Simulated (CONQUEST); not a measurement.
AlN:

```
Al N
1.0
     3.08863    0.00000    0.00000
     0.00000    3.08863    0.00000
     0.00000    0.00000    4.36799
Al N
2 2
Direct
  0.00846 0.00316 0.99719
  0.50846 0.50316 0.49719
  0.49390 0.99580 0.25200
  0.99390 0.49580 0.75200
```

The cell comes from a database or a generator and needn't be the stable form of this composition.

The cell isn't the ideal one: atoms moved at random, drawn with an rms of 0.05 Å.

Base run:

* Program: CONQUEST 1.3
* Functional: PBE
* Potentials or basis: PseudoDojo NC PBE, DZP, grid cutoff 150 Ha
* k mesh: 9 × 9 × 6
* Occupations: fermi-dirac, width 0.05 eV
* Spin: no spin polarisation

Its results: band gap on the k mesh 3.11 eV; pressure 7.5 GPa; largest force 0.776 eV/Å.

**Question.** The run is repeated on the same cell with these changes: potentials or basis from PseudoDojo NC PBE, DZP, grid cutoff 150 Ha to PseudoDojo NC PBE, SZP, grid cutoff 150 Ha. What comes out?

**Answer.** Band gap on the k mesh 3.15 eV; pressure 10.3 GPa; largest force 0.848 eV/Å.

Caveats: an odd mesh through Γ misses points on the zone boundary, where band edges often lie; the basis of atomic orbitals isn't converged, which shifts pressures, moduli and gaps; the box holds several primitive cells, so bands are folded and the points are those of the box's own zone (some runs); the atomic basis is small (some runs).
